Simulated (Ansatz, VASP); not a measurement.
**Two plane-wave programs on Al**

```
CELL_PARAMETERS angstrom
-1.64884 1.64884 1.64884
1.64884 -1.64884 1.64884
1.64884 1.64884 -1.64884
ATOMIC_POSITIONS crystal
Al 0.00000 0.00000 0.00000
```

Alike in both runs: task single point; functional PBEsol; k mesh 15 × 15 × 15; occupations fermi-dirac, width 0.1 eV; no spin polarisation.

|  | VASP | Ansatz |
| --- | --- | --- |
| version | VASP 6.6.1 | Ansatz 0.2.0 |
| potentials or method | VASP PAW PBE potentials, release 64 (Al) | plane waves (420 eV) with PAW, scalar-relativistic |
| plane-wave cutoff (eV) | 520 | 420 |
| valence electrons in the cell | 3 | 3 |

|  | VASP | Ansatz | Ansatz less VASP |
| --- | --- | --- | --- |
| pressure (GPa) | -4.8 | -4.8 | -0.04 |

With one functional, cell and mesh, what is left measures potentials, basis and numerics. Ansatz warned: «pseudo_functional_mismatch».

Caveats: the PAW data sets were made with another functional, which shifts forces and pressure a little (VASP).
